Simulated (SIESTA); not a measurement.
ZrB2: equation of state with LDA

Crystal: ZrB2.

```xyz
3
Lattice="3.1700 0.0000 0.0000 -1.5850 2.7453 0.0000 0.0000 0.0000 3.5330" Properties=species:S:1:pos:R:3 pbc="T T T"
Zr    0.0000    0.0000    0.0000
B     1.5850    0.9151    1.7665
B     0.0000    1.8302    1.7665
```

| Quantity | Value |
| --- | --- |
| Program | SIESTA 5.4.2 |
| Task | equation of state |
| Functional | LDA |
| Potentials or basis | PseudoDojo 0.4 standard (LDA files) |
| Basis | DZP (energy shift 0.003 Ry; two zetas on semicore shells) |
| Grid cutoff | 800 Ry |
| Energy shift | 0.003 Ry |
| k mesh | 10 × 10 × 8 |
| Occupations | fermi-dirac, width 0.05 eV |
| Spin | no spin polarisation |

| Quantity | Value |
| --- | --- |
| Equilibrium volume | 9.93 Å³/atom |
| Bulk modulus at fixed shape and positions | 258 GPa |
| Pressure derivative of the bulk modulus | 4.0 |

Energy against volume, from the lowest point:
```
volume (Å³/atom)  energy (meV/atom)
           9.634               6.70
           9.839               0.00
          10.044               0.46
          10.249               7.32
          10.454              19.98
          10.659              37.87
          10.864              60.50
```

All runs of the series together: 15 min on 1 thread of Arm Neoverse V2, on a shared host.

Caveat: the cell was scaled at fixed shape and fractional positions, which overstates the stiffness of a crystal with free parameters, most of all of layers and chains; the basis of atomic orbitals isn't converged, which shifts pressures, moduli and gaps.
